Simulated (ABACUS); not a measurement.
A run of ABACUS 3.10.1 is set up as follows.

File INPUT:

```
INPUT_PARAMETERS
suffix              SiC
calculation         scf
basis_type          pw
pseudo_dir          ./
symmetry            1
dft_functional      pbesol
ecutwfc             82
pseudo_rcut         7
nspin               1
nbands              8
ks_solver           dav
smearing_method     fd
smearing_sigma      0.00367493
scf_thr             1e-08
scf_nmax            100
mixing_type         broyden
mixing_beta         0.7
cal_force           1
cal_stress          1
kpar                4
```

STRU

```
ATOMIC_SPECIES
Si 28.0850 Si.upf
C 12.0110 C.upf

LATTICE_CONSTANT
1.8897261246

LATTICE_VECTORS
0.0000000000 2.1790000000 2.1790000000
2.1790000000 0.0000000000 2.1790000000
2.1790000000 2.1790000000 0.0000000000

ATOMIC_POSITIONS
Direct

Si
0.0
1
0.0000000000 0.0000000000 0.0000000000 1 1 1

C
0.0
1
0.7500000000 0.7500000000 0.7500000000 1 1 1
```

Contents of KPT:

```
K_POINTS
0
Gamma
10 10 10 0 0 0
```

Potentials or basis: PseudoDojo NC SR 0.4.1 PBEsol standard, plane waves.

The run is started by

```bash
$ OMP_NUM_THREADS=1 mpirun -np 4 abacus > log
```

Question: Estimate the pressure.

Answer: -0.1 GPa.

Question: Estimate the band gap on the k mesh.

Answer: 1.24 eV, indirect (least direct gap 4.46 eV).

**The experiment to reproduce.**

From “Insight into the structural, elastic and electronic properties of a new orthorhombic 6O-SiC polytype”, 2020, pmc:7200658, for a bulk crystal of SiC: band gap 2.4 eV (indirect).

A measured gap of SiC is 2.4 eV (indirect; quoted in “Insight into the structural, elastic and electronic properties of a new orthorhombic 6O-SiC polytype”, 2020, pmc:7200658); the calculated 1.24 eV misses it by -1.16 eV. The value is that of PBEsol on a finite k mesh, which can miss the band edges, without temperature or zero-point motion. Semilocal functionals fall short of measured gaps as a rule.
